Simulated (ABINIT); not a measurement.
Ga:

```xyz
2
Lattice="2.7784 0.0000 0.0000 0.0000 3.2816 0.0000 -1.3434 0.0000 3.9903" Properties=species:S:1:pos:R:3 pbc="T T T"
Ga   -0.6607    2.4612    3.0732
Ga    2.0957    0.8204    0.9171
```

This isn't the form of Ga at room conditions, which is orthorhombic.

Base run:

| Item | Value |
| --- | --- |
| Program | ABINIT 10.8.3 (patched build) |
| Functional | LDA |
| Potentials or basis | Ansatz PAW PBE default generated set, frozen core |
| Cutoff | 490 eV |
| k mesh | 10 × 8 × 7 |
| Occupations | fermi-dirac, width 0.05 eV |
| Spin | no spin polarisation |

Its results: band gap on the k mesh none (metal or under the smearing width); pressure -2.8 GPa; largest force 0.064 eV/Å.

**Question.** After a change of settings the same cell gave: band gap on the k mesh none (metal or under the smearing width); pressure 5.0 GPa; largest force 0.092 eV/Å. Which change was it?
A. functional from LDA to WC
B. functional from LDA to SCAN
C. functional from LDA to RPBE
D. functional from LDA to r2SCAN

**Answer.** C.

RPBE binds less tightly than LDA, so the same cell stands under more pressure.

Caveats: the PAW data sets were made with another functional, which shifts forces and pressure a little; the atomic spheres overlap.
